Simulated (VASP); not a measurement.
Co, 1 atom in the cell. Symmetry: Im-3m, No. 229, cubic system. The conventional cell has a = 2.805 Å, b = 2.805 Å, c = 2.805 Å, α = 90.00°, β = 90.00°, γ = 90.00°. Around Co (site symmetry m-3m) lie 8 Co at 2.43 Å. This isn't the form of Co at room conditions, which is hcp.

| Property | Result |
| --- | --- |
| Program | VASP 6.6.1 |
| Task | single point |
| Functional | PBE |
| Potentials or basis | VASP PAW PBE potentials, release 64 (Co) |
| Cutoff | 520 eV |
| k mesh | 13 × 13 × 13 |
| Occupations | fermi-dirac, width 0.05 eV |
| Spin | collinear spin, ferromagnetic start |
| Starting moments | [2.0] μB |
| Further INCAR settings | ALGO = Normal; EDIFF = 1e-07; NBANDS = 14 |

Potentials or basis: VASP PAW PBE potentials, release 64 (Co).

Launch:

```bash
$ cat potpaw_PBE.64/Co/POTCAR > POTCAR
$ mpirun -np 1 vasp_std > vasp.out
```

Hardware: 1 thread of Intel(R) Xeon(R) Platinum 8559C (Emerald Rapids) (shared host).

Question: How long does it take, and how much memory?

Answer: Wall time 18 s on 1 thread of Intel(R) Xeon(R) Platinum 8559C (Emerald Rapids), on a shared host, peak memory 0.13 GiB. Counts: scf iterations 15, k points 84.
